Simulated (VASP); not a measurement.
**BN in VASP: how settings move the r2SCAN single point, part 1 of 2**

Aim: see what changed inputs do to the r2SCAN single point of zincblende BN, under +3.0 % equal strain in all directions.

Code: VASP 6.6.1. PAW datasets, plane waves. No spin polarisation and no zero-point or thermal motion.

### 1 Starting point

The cell comes from an earlier relaxation with r2SCAN in another program.

It is cubic, F-43m (No. 216); conventional cell a = 3.718 Å, 6.42 Å³ an atom. Around B lie 4 N at 1.61 Å; around N lie 4 B at 1.61 Å.

The structure in full:

```cif
data_structure
_symmetry_space_group_name_H-M 'P 1'
_symmetry_Int_Tables_number 1
_cell_length_a 2.6290
_cell_length_b 2.6290
_cell_length_c 2.6290
_cell_angle_alpha 60.000
_cell_angle_beta 60.000
_cell_angle_gamma 60.000
_cell_volume 12.85
loop_
_atom_site_label
_atom_site_type_symbol
_atom_site_fract_x
_atom_site_fract_y
_atom_site_fract_z
_atom_site_occupancy
B1 B 0.00000 0.00000 0.00000 1
N1 N 0.25000 0.25000 0.25000 1
```

### 2 Reference

The input, INCAR:

```
ENCUT = 520.000000
SIGMA = 0.010000
EDIFF = 1.00e-07
ALGO = Normal
METAGGA = R2SCAN
PREC = Accurate
IBRION = -1
ISIF = 2
ISMEAR = 0
NBANDS = 11
NELM = 120
NSW = 0
LASPH = .TRUE.
LCHARG = .TRUE.
LELF = .TRUE.
LWAVE = .FALSE.
LREAL = .FALSE.
```

The input, KPOINTS:

```
KPOINTS created by Atomic Simulation Environment
0
Gamma
12 12 12
0 0 0
```

The input, POSCAR:

```
B  N
 1.0000000000000000
     0.0000000000000000    1.8589702132000001    1.8589702132000001
     1.8589702132000001    0.0000000000000000    1.8589702132000001
     1.8589702132000001    1.8589702132000001    0.0000000000000000
 B   N
   1   1
Cartesian
  0.0000000000000000  0.0000000000000000  0.0000000000000000
  0.9294851066000001  0.9294851066000001  0.9294851066000001
```

A file KPOINTS_OPT adds named points for the levels; it doesn't enter the self-consistent loop.

Potentials: the recommended PBE PAW datasets, 8 valence electrons.

Launch:

```sh
mpirun -np 1 vasp_std
```

The closing lines of the self-consistent loop in OSZICAR:

```text
DAV:  11    -0.190731772721E+02   -0.49202E-05   -0.49103E-05  1764   0.555E-02    0.764E-03
DAV:  12    -0.190731781809E+02   -0.90882E-06   -0.87361E-07  1770   0.945E-03    0.160E-03
DAV:  13    -0.190731782665E+02   -0.85626E-07   -0.24805E-07  1656   0.318E-03
   1 F= -.19073178E+02 E0= -.19073178E+02  d E =-.144468E-15
```

Run time: 38 s. Hardware: 1 MPI rank of Intel Xeon Platinum 8488C, shared host; peak memory 0.13 GiB.

It gives: energy (σ→0) -19.0732 eV, pressure -28.72 GPa, gap on the mesh 4.87 eV.

### 3 Variant 1

The input, INCAR:

```
SIGMA = 0.010000
EDIFF = 1.00e-07
ALGO = Normal
METAGGA = R2SCAN
PREC = Accurate
IBRION = -1
ISIF = 2
ISMEAR = 0
NBANDS = 11
NELM = 120
NSW = 0
LASPH = .TRUE.
LCHARG = .FALSE.
LWAVE = .FALSE.
LREAL = .FALSE.
ENCUT = 350
NELECT = 7
```

KPOINTS is that of step 2.

POSCAR is that of step 2.

Launch:

```sh
mpirun -np 1 vasp_std
```

Standard output, without the iteration lines:

```text
POSCAR found type information on POSCAR B N
 POSCAR found :  2 types and       2 ions
 -----------------------------------------------------------------------------
|                                                                             |
|                                                                             |
|     You enforced a specific xc type in the INCAR file but a different       |
|     I HOPE YOU KNOW WHAT YOU ARE DOING!                                     |
|                                                                             |
 -----------------------------------------------------------------------------

 LDA part: xc-table for (None), standard interpolation
 POSCAR, INCAR and KPOINTS ok, starting setup
 FFT: planning ... GRIDC
 FFT: planning ... GRID_SOFT
 FFT: planning ... GRID
 WAVECAR not read
 entering main loop
 the old and the new charge density differ
    0.462E+00
```

OSZICAR:

```text
N       E                     dE             d eps       ncg     rms          rms(c)
DAV:   1    -0.100437701815E+02   -0.10044E+02   -0.32105E+03  1716   0.431E+02
DAV:   2    -0.247908924720E+02   -0.14747E+02   -0.14220E+02  1894   0.101E+02
DAV:   3    -0.250025510098E+02   -0.21166E+00   -0.21136E+00  1866   0.102E+01
DAV:   4    -0.250027590560E+02   -0.20805E-03   -0.20804E-03  1695   0.392E-01
DAV:   5    -0.250027592868E+02   -0.23084E-06   -0.23094E-06  1821   0.114E-02    0.462E+00
DAV:   6    -0.234271972511E+02    0.15756E+01   -0.27579E-01  1638   0.343E+00    0.243E+00
DAV:   7    -0.234415214410E+02   -0.14324E-01   -0.16718E-01  1758   0.243E+00    0.987E-01
DAV:   8    -0.234535194345E+02   -0.11998E-01   -0.19349E-02  1797   0.108E+00    0.525E-01
DAV:   9    -0.234473876862E+02    0.61317E-02   -0.24089E-02  1617   0.770E-01    0.911E-02
DAV:  10    -0.234474026577E+02   -0.14972E-04   -0.79473E-04  1818   0.217E-01    0.270E-02
DAV:  11    -0.234474084279E+02   -0.57702E-05   -0.80638E-05  1641   0.513E-02    0.127E-02
DAV:  12    -0.234474054800E+02    0.29480E-05   -0.14695E-05  1695   0.191E-02    0.160E-03
DAV:  13    -0.234474055186E+02   -0.38658E-07   -0.30778E-07  1653   0.420E-03
   1 F= -.23447406E+02 E0= -.23447351E+02  d E =-.108664E-03
```

From OUTCAR:

```text
k-points           NKPTS =     72   k-points in BZ     NKDIM =     72   number of bands    NBANDS=     11

   NELECT =       7.0000    total number of electrons

   dimension x,y,z NGX =    16 NGY =   16 NGZ =   16
   dimension x,y,z NGXF=    32 NGYF=   32 NGZF=   32

  energy-cutoff  :      350.00
  volume of cell :       12.85
      direct lattice vectors                 reciprocal lattice vectors
     0.000000000  1.858970213  1.858970213    -0.268966117  0.268966117  0.268966117
     1.858970213  0.000000000  1.858970213     0.268966117 -0.268966117  0.268966117
     1.858970213  1.858970213  0.000000000     0.268966117  0.268966117 -0.268966117

 k-points in reciprocal lattice and weights: KPOINTS created by Atomic Simulation Env
   0.00000000  0.00000000  0.00000000       0.001
   0.08333333  0.00000000  0.00000000       0.005
   0.16666667  0.00000000  0.00000000       0.005
   0.25000000  0.00000000  0.00000000       0.005
   0.33333333  0.00000000  0.00000000       0.005
   0.41666667  0.00000000  0.00000000       0.005
   0.50000000  0.00000000  0.00000000       0.002
   0.08333333  0.08333333  0.00000000       0.003
[... 64 more k-points ...]

 E-fermi :   3.3820

 k-point     1 :       0.0000    0.0000    0.0000
  band No.  band energies     occupation
      1     -14.3138      2.00000
      2       5.4224      0.00000
      3       5.4224      0.00000
      4       5.4224      0.00000
      5      15.7448      0.00000
      6      15.7448      0.00000
      7      15.7448      0.00000
      8      15.8230      0.00000
      9      31.7105      0.00000
     10      34.5813      0.00000
     11      34.5813      0.00000

 k-point     2 :       0.0833    0.0000    0.0000
  band No.  band energies     occupation
      1     -14.1590      2.00000
      2       4.6468      0.00000
      3       5.2823      0.00000
      4       5.2823      0.00000
      5      15.6565      0.00000
      6      15.9816      0.00000
      7      15.9816      0.00000
      8      16.5834      0.00000
      9      31.6929      0.00000
     10      32.8228      0.00000
     11      32.8228      0.00000

 k-point     3 :       0.1667    0.0000    0.0000
  band No.  band energies     occupation
      1     -13.7045      2.00000
      2       2.7672      2.00000
      3       4.9192      0.00000
      4       4.9192      0.00000
      5      15.7328      0.00000
      6      16.5461      0.00000
      7      16.5461      0.00000
      8      17.9799      0.00000
      9      31.3413      0.00000
     10      31.3413      0.00000
     11      31.4615      0.00000

 k-point     4 :       0.2500    0.0000    0.0000
  band No.  band energies     occupation
      1     -12.9819      2.00000
      2       0.5195      2.00000
      3       4.4947      0.00000
      4       4.4947      0.00000
      5      15.8573      0.00000
      6      17.1321      0.00000
      7      17.1321      0.00000
      8      19.4214      0.00000
      9      30.9080      0.00000
     10      30.9080      0.00000
     11      30.9750      0.00000

[... the tables of k-points 5 to 72 left out ...]

  Total      -13.6210152    -13.6210152    -13.6210152      0.0000000     -0.0000000      0.0000000
  in kB    -1698.5282363  -1698.5282363  -1698.5282363      0.0000000     -0.0000000      0.0000000
  external PRESSURE =   -1698.5282363 kB  Pullay stress =       0.0000000 kB

 POSITION                                       TOTAL-FORCE (eV/Angst)
 -----------------------------------------------------------------------------------
      0.00000      0.00000      0.00000         0.000000      0.000000      0.000000
      0.92949      0.92949      0.92949        -0.000000     -0.000000     -0.000000
 -----------------------------------------------------------------------------------
    total drift:                               -0.000001     -0.000001     -0.000001

  FREE ENERGIE OF THE ION-ELECTRON SYSTEM (eV)
  ---------------------------------------------------
  free  energy   TOTEN  =       -23.4474055186 eV

  energy  without entropy=      -23.4472968545  energy(sigma->0) =      -23.44735119
```

It took 15 s on 1 MPI rank of Intel Xeon Platinum 8488C, shared host; peak memory 0.11 GiB.

Changed: ENCUT = 350, NELECT = 7. The run ends normally. Its total energy is on another scale than the reference's; the pressure goes from -28.7 to -169.9 GPa. The pressure of a charged cell depends on the background and is no physical response. The cell is charged, with a uniform background to balance it.

### 4 Variant 2

The input, INCAR:

```
ENCUT = 520.000000
EDIFF = 1.00e-07
ALGO = Normal
METAGGA = R2SCAN
PREC = Accurate
IBRION = -1
ISIF = 2
NBANDS = 11
NSW = 0
LASPH = .TRUE.
LCHARG = .FALSE.
LWAVE = .FALSE.
LREAL = .FALSE.
ISMEAR = 1
SIGMA = 0.05
NELM = 69
```

KPOINTS is that of step 2.

POSCAR is that of step 2.

Launch:

```sh
mpirun -np 1 vasp_std
```

Printed to the terminal (iteration lines stand in OSZICAR):

```text
POSCAR found type information on POSCAR B N
 POSCAR found :  2 types and       2 ions
 -----------------------------------------------------------------------------
|                                                                             |
|                                                                             |
|     You enforced a specific xc type in the INCAR file but a different       |
|     I HOPE YOU KNOW WHAT YOU ARE DOING!                                     |
|                                                                             |
 -----------------------------------------------------------------------------

 LDA part: xc-table for (None), standard interpolation
 POSCAR, INCAR and KPOINTS ok, starting setup
 FFT: planning ... GRIDC
 FFT: planning ... GRID_SOFT
 FFT: planning ... GRID
 WAVECAR not read
 entering main loop
```

OSZICAR:

```text
N       E                     dE             d eps       ncg     rms          rms(c)
DAV:   1     0.734061257179E+01    0.73406E+01   -0.50982E+03  1600   0.741E+02
DAV:   2    -0.216732587601E+02   -0.29014E+02   -0.27850E+02  1965   0.167E+02
DAV:   3    -0.222508005382E+02   -0.57754E+00   -0.57679E+00  1869   0.201E+01
DAV:   4    -0.222516234486E+02   -0.82291E-03   -0.82290E-03  1716   0.855E-01
DAV:   5    -0.222516243604E+02   -0.91183E-06   -0.91194E-06  1839   0.278E-02    0.616E+00
DAV:   6    -0.190602351982E+02    0.31914E+01   -0.20049E+00  1590   0.779E+00    0.324E+00
DAV:   7    -0.190711828212E+02   -0.10948E-01   -0.19874E-01  1646   0.335E+00    0.177E+00
DAV:   8    -0.190735704685E+02   -0.23876E-02   -0.39040E-02  1668   0.129E+00    0.158E-01
DAV:   9    -0.190731943219E+02    0.37615E-03   -0.60844E-03  1800   0.502E-01    0.950E-02
DAV:  10    -0.190731673189E+02    0.27003E-04   -0.51759E-04  1719   0.165E-01    0.309E-02
DAV:  11    -0.190731722390E+02   -0.49200E-05   -0.49103E-05  1764   0.555E-02    0.764E-03
DAV:  12    -0.190731731479E+02   -0.90889E-06   -0.87361E-07  1770   0.945E-03    0.160E-03
DAV:  13    -0.190731732332E+02   -0.85283E-07   -0.24805E-07  1656   0.318E-03
   1 F= -.19073173E+02 E0= -.19073175E+02  d E =0.503300E-05
```

Parts of OUTCAR:

```text
k-points           NKPTS =     72   k-points in BZ     NKDIM =     72   number of bands    NBANDS=     11

   NELECT =       8.0000    total number of electrons

   dimension x,y,z NGX =    20 NGY =   20 NGZ =   20
   dimension x,y,z NGXF=    40 NGYF=   40 NGZF=   40

  energy-cutoff  :      520.00
  volume of cell :       12.85
      direct lattice vectors                 reciprocal lattice vectors
     0.000000000  1.858970213  1.858970213    -0.268966117  0.268966117  0.268966117
     1.858970213  0.000000000  1.858970213     0.268966117 -0.268966117  0.268966117
     1.858970213  1.858970213  0.000000000     0.268966117  0.268966117 -0.268966117

 k-points in reciprocal lattice and weights: KPOINTS created by Atomic Simulation Env
   0.00000000  0.00000000  0.00000000       0.001
   0.08333333  0.00000000  0.00000000       0.005
   0.16666667  0.00000000  0.00000000       0.005
   0.25000000  0.00000000  0.00000000       0.005
   0.33333333  0.00000000  0.00000000       0.005
   0.41666667  0.00000000  0.00000000       0.005
   0.50000000  0.00000000  0.00000000       0.002
   0.08333333  0.08333333  0.00000000       0.003
[... 64 more k-points ...]

 E-fermi :   6.2836

 k-point     1 :       0.0000    0.0000    0.0000
  band No.  band energies     occupation
      1     -14.1051      2.00000
      2       6.2416      2.00000
      3       6.2416      2.00000
      4       6.2416      2.00000
      5      15.3548      0.00000
      6      15.3548      0.00000
      7      15.3548      0.00000
      8      15.8904      0.00000
      9      30.7499      0.00000
     10      33.9663      0.00000
     11      33.9663      0.00000

 k-point     2 :       0.0833    0.0000    0.0000
  band No.  band energies     occupation
      1     -13.9420      2.00000
      2       5.3363      2.00000
      3       6.0716      2.00000
      4       6.0716      2.00000
      5      15.3952      0.00000
      6      15.6168      0.00000
      7      15.6168      0.00000
      8      16.6141      0.00000
      9      30.7091      0.00000
     10      31.9805      0.00000
     11      31.9805      0.00000

 k-point     3 :       0.1667    0.0000    0.0000
  band No.  band energies     occupation
      1     -13.4605      2.00000
      2       3.2650      2.00000
      3       5.6553      2.00000
      4       5.6553      2.00000
      5      15.5065      0.00000
      6      16.2312      0.00000
      7      16.2312      0.00000
      8      18.1334      0.00000
      9      30.4177      0.00000
     10      30.4693      0.00000
     11      30.4693      0.00000

 k-point     4 :       0.2500    0.0000    0.0000
  band No.  band energies     occupation
      1     -12.6888      2.00000
      2       0.8499      2.00000
      3       5.1693      2.00000
      4       5.1693      2.00000
      5      15.6517      0.00000
      6      16.8301      0.00000
      7      16.8301      0.00000
      8      19.6459      0.00000
      9      29.9165      0.00000
     10      30.0666      0.00000
     11      30.0666      0.00000

[... the tables of k-points 5 to 72 left out ...]

  Total       -2.3030372     -2.3030372     -2.3030372      0.0000000      0.0000000      0.0000000
  in kB     -287.1866508   -287.1866508   -287.1866508      0.0000000      0.0000000      0.0000000
  external PRESSURE =    -287.1866508 kB  Pullay stress =       0.0000000 kB

 POSITION                                       TOTAL-FORCE (eV/Angst)
 -----------------------------------------------------------------------------------
      0.00000      0.00000      0.00000        -0.000000     -0.000000     -0.000000
      0.92949      0.92949      0.92949         0.000000      0.000000      0.000000
 -----------------------------------------------------------------------------------
    total drift:                               -0.000000     -0.000000      0.000000

  FREE ENERGIE OF THE ION-ELECTRON SYSTEM (eV)
  ---------------------------------------------------
  free  energy   TOTEN  =       -19.0731732332 eV

  energy  without entropy=      -19.0731782662  energy(sigma->0) =      -19.07317491
```

Wall time 41 s (1 MPI rank of Intel Xeon Platinum 8488C, shared host); peak memory 0.13 GiB.

Changed: ISMEAR = 1, SIGMA = 0.05, NELM = 69. VASP runs to the end. Against the reference the energy moves by less than 0.1 meV/atom.

(Continued in part 2 of 2.)
